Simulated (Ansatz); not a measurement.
The system is SnSe.

```
Sn Se
1.0
    11.42000    0.00000    0.00000
     0.00000    4.19000    0.00000
     0.00000    0.00000    4.46000
Sn Se
4 4
Cartesian
  10.0153 3.1425 4.0541
  7.1147 1.0475 1.8241
  4.3053 3.1425 2.6359
  1.4047 1.0475 0.4059
  7.3431 3.1425 4.3886
  9.7869 1.0475 2.1586
  1.6331 3.1425 2.3014
  4.0769 1.0475 0.0714
```

Base run:

| Property | Result |
| --- | --- |
| Program | Ansatz 0.2.0 |
| Functional | PBE |
| Potentials or basis | all-electron LAPW, scalar-relativistic |
| Cutoff | 257 eV |
| Density cutoff | 1026 eV |
| Basis error allowed | 0.001 eV/atom |
| k mesh | 3 × 6 × 6 |
| Occupations | fermi-dirac, width 0.05 eV |
| Spin | no spin polarisation |

Its results: band gap on the k mesh 0.54 eV, indirect (least direct gap 0.72 eV); pressure 2.4 GPa; largest force 0.309 eV/Å.

Question: After a change of settings the same cell gave: band gap on the k mesh 0.49 eV, indirect (least direct gap 0.67 eV); pressure -0.6 GPa; largest force 0.234 eV/Å. Which change was it?
A. functional from PBE to PBEsol
B. functional from PBE to LDA; basis error allowed from 0.001 eV/atom to 0.002 eV/atom
C. basis error allowed from 0.001 eV/atom to 0.002 eV/atom

Answer: A.

PBEsol binds more tightly than PBE, so the same cell stands under less pressure.

Caveats: spin-orbit coupling is left out, which moves the levels of the heavy elements; an odd mesh through Γ misses points on the zone boundary, where band edges often lie.

Not every run made on this cell is shown here.
